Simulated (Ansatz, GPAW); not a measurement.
This is a calculation of ZrS for GPAW 26.7.0 (ASE script). 

Contents of run.py:

```python
from ase.dft.bandgap import bandgap
from ase.io import read, write
from ase.units import GPa
from gpaw import GPAW, PW, setup_paths

setup_paths.insert(0, '.')

atoms = read('ZrS.xyz')

calc = GPAW(mode=PW(600),
            xc='PBEsol',
            kpts={'size': (9, 9, 9), 'gamma': True},
            occupations={'name': 'methfessel-paxton', 'order': 0, 'width': 0.05},
            nbands=19,
            convergence={'density': 1e-05, 'energy': 1e-05},
            maxiter=150,
            txt='gpaw.txt')
atoms.calc = calc
energy = atoms.get_potential_energy()
forces = atoms.get_forces()
stress = atoms.get_stress()
calc.write('gs.gpw')
write('result.traj', atoms)
print(f'Energy: {energy:.6f} eV')
print('Forces (eV/A):')
print(forces.round(4))
print('Stress (GPa):', (stress / GPa).round(3))
print('Fermi level:', round(calc.get_fermi_level(), 4), 'eV')
print(f'Gap: {bandgap(calc)[0]:.4f} eV, direct: {bandgap(calc, direct=True)[0]:.4f} eV')
```

File ZrS.xyz:

```xyz
2
Lattice="0.0000000000 2.6250000000 2.6250000000 2.6250000000 0.0000000000 2.6250000000 2.6250000000 2.6250000000 0.0000000000" Properties=species:S:1:pos:R:3 pbc="T T T"
Zr     0.0000000000      0.0000000000      0.0000000000
S      2.6250000000      2.6250000000      2.6250000000
```

Potentials or basis: PAW data sets generated in the run's folder for this functional, pw.

Launch:

```console
$ gpaw-setup -f PBEsol S Zr
$ OMP_NUM_THREADS=1 python run.py
```

Problem. What does the same run look like in Ansatz 0.2.0? Potentials or basis there: Ansatz PAW, cutoff 420 eV.

Solution. As run (cutoffs and basis follow the program's own potentials, and thresholds, step limits or extra output files can differ):

The input input.yaml:

```yaml
crystal:
  lattice:
    - [0.0, 2.625, 2.625]
    - [2.625, 0.0, 2.625]
    - [2.625, 2.625, 0.0]
  atoms:
    - { symbol: Zr, position: [0.0, 0.0, 0.0] }
    - { symbol: S, position: [0.5, 0.5, 0.5] }
hamiltonian:
  xc: pbesol
  pseudopotentials: { kind: paw }
kpoints:
  mp_grid: { grid: [9, 9, 9] }
scf:
  occupations: { method: gaussian, width: 0.05 }
output:
  forces: true
  stress: true
  eigenvalues: true
```

Potentials or basis: Ansatz PAW.

The run is started by

```bash
$ ansatz run input.yaml --threads 2 --pin off --max-ram 5632MiB --backend cpu --events-out ev --progress --plain --runs-dir out
```

Both were run:

|  | GPAW | Ansatz |
| --- | --- | --- |
| Pressure | -7.1 GPa | -6.5 GPa |

Ansatz's pressure holds a Pulay term of +0.02 GPa for its cutoff of 420 eV, which the other run lacks.

Ansatz's potentials were made for PBE.

Where Ansatz's input types no cutoff or centring, it takes its own default and a Γ-centred mesh.

Pressure is positive in compression.
